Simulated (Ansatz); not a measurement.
Computed with Ansatz 0.2.0, DFT PBE, scalar-relativistic, plane waves, PAW. Settings: cutoff 420 eV, Γ-centred meshes spaced at most about 0.3 Å⁻¹, and about 0.25 Å⁻¹ or finer for metals (2π included), Gaussian smearing. No spin polarisation.

Each guess is relaxed in cell and atoms at zero pressure, on a coarse mesh first where it starts far from rest and then on a converged one. The steps can't lower the symmetry of the start, but it can rise. Energies are static (0 K, no zero-point motion).

Two unrelaxed guesses for ZrB₂:

Guess 1.

```xyz
3
Lattice="2.8563 0.0000 0.0000 0.0000 3.5588 0.0000 0.0000 0.0000 3.6216" Properties=species:S:1:pos:R:3 pbc="T T T"
Zr    1.4281    0.0000    0.0000
B     1.4281    1.7794    1.8108
B     1.4281    0.0000    1.8108
```

Guess 2.

```xyz
6
Lattice="4.3645 0.0000 0.0000 0.0000 4.3645 0.0000 0.0000 0.0000 3.8710" Properties=species:S:1:pos:R:3 pbc="T T T"
Zr    2.1823    2.1823    0.0000
Zr    0.0000    0.0000    1.9355
B     1.0911    3.2734    2.9032
B     3.2734    1.0911    2.9032
B     3.2734    3.2734    0.9677
B     1.0911    1.0911    0.9677
```

Question: Do they relax into the same structure? If not, which is lower?

Answer: No. Guess 1 ends lower, by 1.30 eV/atom. Guess 1: Pmmm at 12.3 Å³/atom → Pmmm at 14.9 Å³/atom; Guess 2: P4_2/nnm at 12.3 Å³/atom → P4_2/nnm at 17.6 Å³/atom. Counting B atoms around Zr (those within 1.25 times the shortest such distance or 1.15 times the sum of covalent radii; a plus sign parts nearer from farther groups), the end of guess 1 has Zr 2+4 and the end of guess 2 has Zr 4+4. The end of guess 1 holds B–B chains (shortest 1.57 Å); in the end of guess 2 the shortest B–B distance is 2.55 Å. End of guess 1. Conventional cell: a = 3.093 Å, b = 3.136 Å, c = 4.611 Å. Around Zr lie 2 B at 2.31 Å, 4 B at 2.79 Å and 4 Zr at 3.09–3.14 Å; B on its first site has 2 B at 1.57 Å and 4 Zr at 2.79 Å; around B on its second site lie 2 B at 1.57 Å and 2 Zr at 2.31 Å. End of guess 2. Conventional cell: a = 6.441 Å, c = 2.551 Å. Zr is surrounded by 4 B at 2.36 Å, 2 Zr at 2.55 Å and 4 B at 2.97 Å; around B lie 2 Zr at 2.36 Å, 2 B at 2.55 Å and 2 Zr at 2.97 Å.

Ends held by symmetry can be saddle points. Neither end is the lowest form computed: that has the AlB2 type, space group P6/mmm (No. 191), is reached from a cell as deposited in COD and lies 1.45 eV/atom below the better end. Even the lowest of the cells shown lies +0.43 eV/atom against the elements. Some candidate types were left out of the draw beforehand, so a known form may be missing.
